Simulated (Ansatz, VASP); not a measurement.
One calculation of Ru, two programs

```xyz
4
Lattice="2.7322 -1.6294 0.0000 2.7322 1.6294 0.0000 -1.5260 0.0000 7.0738" Properties=species:S:1:pos:R:3 pbc="T T T"
Ru    0.1234    0.0000    0.7046
Ru    3.8149    0.0000    6.3693
Ru    1.8438    0.0000    4.2443
Ru    2.0944    0.0000    2.8295
```

Alike in both runs: task single point; functional PBE; k mesh 6 × 6 × 4; occupations gaussian, width 0.1 eV; no spin polarisation.

|  | VASP | Ansatz |
| --- | --- | --- |
| version | VASP 6.6.1 | Ansatz 0.2.0 |
| potentials or method | VASP PAW PBE potentials, release 64 (Ru_pv) | scalar-relativistic, plane waves, PAW |
| plane-wave cutoff (eV) | 520 | 420 |
| valence electrons in the cell | 56 | 64 |

Ansatz gave:

- gap on the k mesh at the Fermi level (eV): none
- rms of the force components (eV/Å): 68.260

Q: Which values does VASP return?

A: gap on the k mesh at the Fermi level (eV): none; rms of the force components (eV/Å): 60.294.

Atom by atom the forces differ by 7.991 eV/Å (rms over components). A gap of «none» marks a metal or a gap that the smearing closes. The two sets of potentials don't hold the same shells in valence.

Caveats: the k mesh is coarse (spacing up to 0.38 Å⁻¹), so the values aren't converged; forces of over 1 eV/Å show positions far from the minimum, so gaps and moduli don't describe the material at rest.
